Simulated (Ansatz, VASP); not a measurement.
Two plane-wave programs on MgO

```xyz
2
Lattice="0.0000 2.0243 2.0243 2.0243 0.0000 2.0243 2.0243 2.0243 0.0000" Properties=species:S:1:pos:R:3 pbc="T T T"
Mg    0.0000    0.0000    0.0000
O     2.0243    2.0243    2.0243
```

Alike in both runs: functional PBE; k mesh 10 × 10 × 10; occupations gaussian, width 0.02 eV; no spin polarisation.

Ansatz relaxed the structure, and its values are those at the end. VASP's run is a single point on that final structure, the one shown.

|  | VASP | Ansatz |
| --- | --- | --- |
| version | VASP 6.6.1 | Ansatz 0.2.0 |
| potentials or method | VASP PAW PBE potentials, release 64 (Mg, O) | scalar-relativistic, plane waves, PAW |
| plane-wave cutoff (eV) | 520 | 420 |
| valence electrons in the cell | 8 | 16 |

```tsv
	VASP	Ansatz	Ansatz less VASP
gap on the k mesh at the Fermi level (eV)	5.97	5.98	+0.012
least direct gap on the mesh (eV)	5.97	5.98	+0.012
```

The functional is the same, so the differences come from potentials, cutoffs and numerics. The two sets of potentials don't hold the same shells in valence.

 As with any semilocal functional, this PBE gap is likely too small.
